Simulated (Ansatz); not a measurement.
`[F][SnH2][C](F)(F)F` + CH₃NH₂ → `C[NH][SnH2][F]` + trifluoromethane at 700 K and 1 bar (ligand exchange at the Sn–C bond).

Calculated with Ansatz (gas phase, PBE0-D4/def2-TZVP geometries, no zero-point term in ΔE). CBS: MP2 limit from def2 TZ/QZ plus the TZ coupled-cluster correction, frozen cores. This one scheme is used for every species. Elements past krypton have def2 core potentials. For Sn outer-core shells are correlated without core-valence functions, which leaves a few kJ/mol of doubt a bond. One conformer a species, not always the lowest.

| species | CCSD(T)/CBS energy (Eh) | H − E (kJ/mol) | S (J/(mol·K)) |
| --- | --- | --- | --- |
| `[F][SnH2][C](F)(F)F` | -652.45213 | 154.3 | 494.2 |
| CH₃NH₂ | -95.75281 | 207.6 | 296.6 |
| `C[NH][SnH2][F]` | -410.19979 | 256.5 | 458.1 |
| `FC(F)F` | -338.02896 | 105.5 | 315.2 |

H − E and S are ideal-gas, rigid-rotor, harmonic terms from PBE0-D4/def2-TZVP, for one conformer and one mirror image of each species. 1 Eh = 2625.50 kJ/mol, R = 8.31446 J/(mol·K).

Task: By hand: ΔE, ΔH, ΔS and ΔG.

Result: ΔE = (-410.19979) + (-338.02896) − (-652.45213) − (-95.75281) = -0.02381 Eh = -62.5 kJ/mol. Δ(H − E) = 256.5 + 105.5 − 154.3 − 207.6 = 0.1, so ΔH = -62.4 kJ/mol. ΔS = 458.1 + 315.2 − 494.2 − 296.6 = -17.5 J/(mol·K). ΔG = -62.4 − 700 × (-17.5)/1000 = -50.1 kJ/mol.

Task: By hand: the equilibrium constant, and the temperature at which ΔG would vanish if ΔH and ΔS stayed fixed.

Result: log₁₀ K = −ΔG/(RT ln 10) = 3.7. ΔG = 0 at ΔH/ΔS = 3566 K, far beyond where these terms or the molecules hold.

ΔH outweighs TΔS. A doubt of 5 kJ/mol in ΔE shifts log₁₀ K by 0.4 here. Other conformers and mirror images would add mixing entropy, several J/(mol·K) or more a flexible species. Modes under 60 cm⁻¹, often nearly free rotors, make the harmonic entropy too high. These are equilibria of isolated gas molecules and say nothing of rates. Largest T1 diagnostic: 0.014 (customary marks: 0.02 for closed shells, 0.045 for open ones).
